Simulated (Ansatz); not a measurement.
## Point defect: S interstitial in ZnS

Computed with DFT PBE, scalar-relativistic, plane waves, PAW in Ansatz 0.2.0. Run with 420 eV cutoff, 2×2×2 k-mesh, shifted by half a step, Gaussian smearing of 0.01 eV, collinear spin in charge -1 alone.

Host crystal, relaxed:

```
Zn S
1.0
     3.84407    0.00000    0.00000
    -1.92203    3.32906    0.00000
     0.00000    0.00000    6.30464
Zn S
2 2
Direct
  0.33333 0.66667 0.00027
  0.66667 0.33333 0.50027
  0.33333 0.66667 0.37473
  0.66667 0.33333 0.87473
```

Supercell of 36 atoms, rows in host cell vectors: -1 1 -1; 2 1 -1; -1 -2 -1. Atoms relax at the host's cell from a start displaced at random by 0.06 Å near the defect, so other minima may exist. The cell is small, so energies carry finite-size errors of tenths of an eV. The host's Kohn–Sham gap is 2.08 eV.

Starting moments were lost in some runs.

Defect: S interstitial, charge -1.

Command:

```bash
ansatz run input.yaml --threads 4 --pin off --max-ram 10240MiB --backend cpu --events-out ev --progress --plain --runs-dir out
```

The input:

```yaml
crystal:
  lattice:
    - [-5.7661004041, 3.3290596206, -6.3046430652]
    - [5.7661004042, 3.3290596205, -6.3046430652]
    - [-1.0e-10, -6.658119241, -6.3046430652]
  atoms:
    - { symbol: Zn, position: [0.452767235, 0.1064687884, 0.4347043361] }
    - { symbol: Zn, position: [0.8164889776, 0.1367230094, 0.1049089606], spin: 0.1 }
    - { symbol: Zn, position: [0.1198808041, 0.4452209666, 0.4410059353] }
    - { symbol: Zn, position: [0.783138141, 0.7763188783, 0.4397388513] }
    - { symbol: Zn, position: [0.453751038, 0.4398163772, 0.1103910974] }
    - { symbol: Zn, position: [0.1228053742, 0.1135325725, 0.7683467474], spin: 0.1 }
    - { symbol: Zn, position: [0.7898867727, 0.4442974372, 0.7697585652] }
    - { symbol: Zn, position: [0.1115505668, 0.7763294838, 0.1112690021], spin: 0.1 }
    - { symbol: Zn, position: [0.4495838105, 0.7766661407, 0.7798855602] }
    - { symbol: Zn, position: [0.0606705461, 0.0562003488, 0.3842685125] }
    - { symbol: Zn, position: [0.3634431923, 0.0559309308, 0.0603740422] }
    - { symbol: Zn, position: [0.732802715, 0.3756321908, 0.3917189069] }
    - { symbol: Zn, position: [0.3913559601, 0.7146129603, 0.3944575777] }
    - { symbol: Zn, position: [0.0741023174, 0.3989019108, 0.0530047332] }
    - { symbol: Zn, position: [0.7344208957, 0.061605933, 0.690281604] }
    - { symbol: Zn, position: [0.3957312473, 0.3872403136, 0.7192234338] }
    - { symbol: Zn, position: [0.7204237822, 0.684379984, 0.076320506] }
    - { symbol: Zn, position: [0.0573722352, 0.7245957903, 0.7244206346] }
    - { symbol: S, position: [0.3169560316, 0.9789688931, 0.3280074891] }
    - { symbol: S, position: [0.6046120492, 0.9301637012, 1.0972267618], spin: 0.1 }
    - { symbol: S, position: [0.9964775119, 0.319396149, 0.3154005644] }
    - { symbol: S, position: [0.6560840877, 0.6326315622, 0.3402329989] }
    - { symbol: S, position: [0.332513382, 0.3154685497, 0.9842013311] }
    - { symbol: S, position: [1.0015333577, 0.989842168, 0.6405744414], spin: 0.1 }
    - { symbol: S, position: [0.6594375782, 0.3202009778, 0.6513356298] }
    - { symbol: S, position: [0.9820868763, 0.6543582751, 0.9912492512], spin: 0.1 }
    - { symbol: S, position: [0.321994834, 0.6502557308, 0.6585474932] }
    - { symbol: S, position: [0.9390513421, 0.9263691356, 0.2684195875], spin: 0.1 }
    - { symbol: S, position: [0.2618340622, 0.9300921365, 0.9244693652], spin: 0.1 }
    - { symbol: S, position: [0.6096759088, 0.2597949264, 0.2585404968] }
    - { symbol: S, position: [0.2714562386, 0.5970643342, 0.2580595167] }
    - { symbol: S, position: [0.9578921551, 0.282268731, 0.9144336242], spin: 0.1 }
    - { symbol: S, position: [0.601450545, 0.9278370024, 0.5936829215] }
    - { symbol: S, position: [0.27759403, 0.2644685275, 0.5879620487] }
    - { symbol: S, position: [0.6040510484, 0.5889903894, 0.9247873634] }
    - { symbol: S, position: [0.9399762933, 0.6003939956, 0.5919492578] }
    - { symbol: S, position: [0.7759307007, 0.9995232596, 0.9309849627], spin: 0.1 }
  host:
    lattice:
      - [3.8440669361, 0.0, 0.0]
      - [-1.922033468, 3.3290596205, 0.0]
      - [0.0, 0.0, 6.3046430652]
    atoms:
      - { symbol: Zn, position: [0.3333333333, 0.6666666667, 0.0002666738] }
      - { symbol: Zn, position: [0.6666666667, 0.3333333333, 0.5002666738] }
      - { symbol: S, position: [0.3333333333, 0.6666666667, 0.3747333262] }
      - { symbol: S, position: [0.6666666667, 0.3333333333, 0.8747333262] }
total_charge: -1
basis:
  ecutwfc: 420
  xc_grid: 2
kpoints:
  mp_grid: { grid: [2, 2, 2], shift: [0.5, 0.5, 0.5] }
hamiltonian:
  xc: pbe
scf:
  occupations: { method: gaussian, width: 0.01 }
output:
  forces: true
  stress: false
  eigenvalues: true
  populations: true
  charged_corrections:
    defect_position: [0.94047619, 0.94047619, 0.94047619]
    epsilon: [[9.0008, 0.0, 0.0], [0.0, 9.0008, 0.0], [0.0, 0.0, 9.6063]]
  write_density: true
  write_potential: true
  elf: true
  volumetric_format: npy
magnetization:
  spin_polarized: true
relax:
  adjacent_minimum: "off"
  f_tol: 0.025
  max_steps: 45
```

From the output:

```
Warning: RAYON_NUM_THREADS=4 ignored (pool sized by the plan → 4); use --threads N
Crystal: 37 atoms, lattice volume = 726.132 Å³
Basis set: ecut = 420 eV, 14223 PW (Γ), exchange–correlation on 128×128×128 points (8 copies of the dense FFT grid, shifted against one another)
Bands: 203, of which v1, the nominal top of the filled ones, is band 166 counted from 1 (165 counted from 0)
Symmetry: 1 space group operations
Space group: P1 (ITA 1), of the structure as read, at distance tolerance 9.0e-5 Å
k-points: 4 of 8 (time reversal used)
relax step   1: F+E_penalty+E_count = -76899.96464828 eV  Δ(F+E_penalty+E_count) = +0.000e0 eV  max|allowed force component| = 4.935e-1 eV/Å  Δτ_max = 0.0000 Å
relax step   2: F+E_penalty+E_count = -76900.01266951 eV  Δ(F+E_penalty+E_count) = -4.802e-2 eV  max|allowed force component| = 2.409e-1 eV/Å  Δτ_max = 0.0436 Å
relax step   3: F+E_penalty+E_count = -76900.03307225 eV  Δ(F+E_penalty+E_count) = -2.040e-2 eV  max|allowed force component| = 1.140e-1 eV/Å  Δτ_max = 0.0381 Å
relax step   4: F+E_penalty+E_count = -76900.03821120 eV  Δ(F+E_penalty+E_count) = -5.139e-3 eV  max|allowed force component| = 2.648e-2 eV/Å  Δτ_max = 0.0415 Å
relax step   5: F+E_penalty+E_count = -76900.03934701 eV  Δ(F+E_penalty+E_count) = -1.136e-3 eV  max|allowed force component| = 3.815e-2 eV/Å  Δτ_max = 0.0298 Å
relax step   6: F+E_penalty+E_count = -76900.04031893 eV  Δ(F+E_penalty+E_count) = -9.719e-4 eV  max|allowed force component| = 3.895e-2 eV/Å  Δτ_max = 0.0548 Å
relax step   7: F+E_penalty+E_count = -76900.04090445 eV  Δ(F+E_penalty+E_count) = -5.855e-4 eV  max|allowed force component| = 3.441e-2 eV/Å  Δτ_max = 0.0162 Å
relax step   8: F+E_penalty+E_count = -76900.04112442 eV  Δ(F+E_penalty+E_count) = -2.200e-4 eV  max|allowed force component| = 8.519e-3 eV/Å  Δτ_max = 0.0085 Å
relax step   9: F+E_penalty+E_count = -76900.04112444 eV  Δ(F+E_penalty+E_count) = -1.998e-8 eV  max|allowed force component| = 8.521e-3 eV/Å  Δτ_max = 0.0000 Å
SCF converged after 2 iterations
Free energy (F): -76900.041124 eV
E sigma→0 (E₀):  -76900.041112 eV
Fermi energy:    8.728784 eV
```

The relaxation gained 0.08 eV in 9 steps. It took 4.1 min on 4 threads of Intel(R) Xeon(R) Platinum 8488C (Sapphire Rapids), on a shared host, peak memory 3.2 GiB.